Pressure at a fixed cell

The pressure is minus the rate at which the total energy E changes with the volume V of the cell:

P = −dE/dV

It was taken from the stress on one zinc blende CdSe cell, with the atoms held in place, at five levels of theory. A positive value means that the method would lower its energy by expanding the cell, a negative value that it would prefer a smaller one. The cell is cubic, so a single number per method tells the whole story.

Ansatz 0.2.0, hybrid density functionals and Hartree-Fock with plane waves and PAW potentials, for zinc blende CdSe at its r2SCAN geometry. All runs are spin-unpolarised, without spin-orbit coupling, and use a 6×6×6 k mesh and fixed occupations. Pressure is positive in compression; the SCF and exchange thresholds were loose for stress.

```
  functional  wave cutoff  pressure (GPa)
    DDH-PBE0       420 eV           0.700
       HSE06       420 eV           0.200
Hartree-Fock       420 eV           4.400
        PBE0       420 eV           0.100
     r2SCAN0       500 eV          -0.700
```

Sizes worth remembering

The four hybrid functionals stay within 0.7 GPa of zero, while Hartree-Fock pushes outward with 4.4 GPa. For a small pressure, the relative change of the cell edge L that would relieve it is

ΔL/L ≈ P/(3B)

where B is the bulk modulus, roughly 50 GPa for CdSe. One gigapascal is then worth about two thirds of a percent in the edge. The hybrids thus want edges within about half a percent of the one used. Hartree-Fock wants an edge some 2.5 percent longer, once the stiffening of the crystal under pressure is allowed for.

First explanation: exact exchange shrinks the lattice

DDH-PBE0 and PBE0 are the cleanest pair. Both mix exact exchange into the same parent functional, PBE, and differ only in how much. PBE0 takes a quarter. DDH-PBE0 takes the inverse of the electronic dielectric constant, which for CdSe is less than a quarter. With more exact exchange the pressure falls from 0.7 to 0.1 GPa.

Theory gives a reason for this direction. PBE exchange rewards strong density gradients somewhat too much, and gradients, measured against the density, grow when atoms move apart. PBE therefore tends to make the bonds of such semiconductors too long. Each portion of it that is replaced by exact exchange removes part of this outward push.

It is tempting to carry the rule on to its end: the more exact exchange, the smaller the preferred cell. Hartree-Fock has all of it, so it should pull inward hardest.

The estimate in full

Let x be the fraction of exact exchange. At fixed orbitals the energy of a PBE hybrid is linear in x, and so a straight line for the pressure is a fair first guess. The line is drawn through DDH-PBE0 and PBE0 alone. For DDH-PBE0, a dielectric constant of roughly 6 to 8 gives x between 0.12 and 0.17; take 0.15.

slope = (0.1 − 0.7)/(0.25 − 0.15) = −6 GPa per unit of x

P(x = 1) = 0.1 − 6 × (1 − 0.25) = −4.4 GPa

Across the range of x for DDH-PBE0 the answer runs from about −3 to −6 GPa. Its sign doesn't depend on that choice, because even the gentlest possible line, with no exact exchange at all in DDH-PBE0, would be negative at full exchange. The calculated Hartree-Fock pressure, which had no part in drawing the line, is +4.4 GPa. The rule fails in direction, by far more than the loose convergence of the stress could explain.

What Hartree-Fock leaves out

Hartree-Fock is not the end of the PBE0 road. A PBE hybrid with full exact exchange would still contain PBE correlation, whereas Hartree-Fock has no correlation at all. Correlation is the energy that electrons gain by avoiding one another from moment to moment. This gain usually grows as the electrons are packed more densely, so correlation acts as an inward pull on the crystal.

Taking it away lets the lattice expand. That is the standard explanation for the long bonds of Hartree-Fock solids, and it has the right sign here. The numbers show that the straight line doesn't lead to Hartree-Fock; that lost correlation is the main reason is an argument from theory. The pressure of a PBE hybrid with full exchange and its correlation kept would separate this cause from a bend in the line.

Second explanation: the band gap sets the pressure

Among the four hybrids another pattern catches the eye. The same calculations give gaps of 1.30 eV for DDH-PBE0, 1.48 eV for HSE06, 2.08 eV for PBE0 and 2.37 eV for r2SCAN0. The pressures fall in exactly this order. One might conclude that a wider gap means stronger bonds and hence a smaller cell.

Hartree-Fock contradicts this at once: the widest gap, 7.5 eV, goes with the highest pressure. Since its missing correlation might hide the pattern, HSE06 offers a second test among the hybrids. Its gap lies close to that of DDH-PBE0, but its pressure of 0.2 GPa lies close to that of PBE0. A line in the gap, drawn through DDH-PBE0 and PBE0, would put HSE06 near 0.6 GPa. The miss is several times the last digit of the table, which is modest evidence against the gap, given the loosely converged stress. The small difference between HSE06 and PBE0 themselves should not be read as a ranking.

The construction of HSE06 suggests why the two quantities part company. It has the same quarter of exact exchange as PBE0 between electrons that are close together, but lets it fade out at long range. In an insulator the exchange energy comes mostly from short distances, and these are also what changes when bonds are squeezed. The long-range part acts more visibly on the band energies, where it pushes filled and empty states apart. On this view the gap responds to exact exchange at all distances, the pressure mostly to its short-range part.

The parent functional counts too

r2SCAN0 contains the same quarter of exact exchange as PBE0, yet its pressure is 0.8 GPa lower. The exchange fraction therefore can't fix the pressure even among hybrids. The likely cause is the parent: r2SCAN generally gives shorter bonds than PBE in semiconductors of this kind. This row also used a higher plane-wave cutoff, but a larger basis normally raises the calculated pressure, opposite to the difference seen.

How to read a new method

The order can be understood by asking three questions in turn. Which parent functional is used, how much short-range exact exchange replaces its own, and is correlation still there? Among the hybrids compared here, a change in either of the first two moves the CdSe edge by roughly half a percent; losing correlation probably moves it by a few percent. The exchange rule can be relied on only while the other two answers stay the same, and these rows show it only for small fractions of exact exchange. For practical work, a cell taken over from another method carries a built-in strain, and this pressure is a quick measure of it.
